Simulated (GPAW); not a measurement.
Crystal: BaTiO3 (Barioperovskite).

```
CELL_PARAMETERS angstrom
3.98550 0.00000 0.00000
0.00000 2.83690 2.84515
0.00000 -2.83690 2.84515
ATOMIC_POSITIONS crystal
Ba 0.00000 0.00000 0.00000
Ti 0.50000 0.51240 0.51240
O 0.50000 0.99184 0.50524
O 0.50000 0.50524 0.99184
O 0.00000 0.48740 0.48740
```

Program: GPAW 26.7.0. Alike in all runs: no spin polarisation; cell as given; cutoff (eV) 800; smearing fermi-dirac 0.05 eV.

Q: Order these runs on this cell by their band gap on the k mesh, lowest first.
A. level TB-mBJ; potentials or basis GPAW PAW data sets for LDA (gpaw-data 1.2.1), pw; k mesh 5 × 5 × 5
B. level vdW-DF2; potentials or basis GPAW PAW data sets (gpaw-data 1.2.1), pw; k mesh 5 × 5 × 5
C. level LDA; potentials or basis PAW data sets generated in the run's folder for this functional, pw; k mesh 7 × 7 × 7
D. level r2SCAN; potentials or basis GPAW PAW data sets (gpaw-data 1.2.1), pw; k mesh 5 × 5 × 5; band path GXSRAZGYX1A1TY,ZT; band points 60

A: C (1.87 eV), B (2.04 eV), D (2.39 eV), A (2.73 eV).

Caveats: spin-orbit coupling is left out, which moves the levels of the heavy elements; an odd mesh through Γ misses points on the zone boundary, where band edges often lie (some runs); the mesh misses the band edges, which the band path finds closer together (some runs); a model potential gives levels but no total energy (some runs).
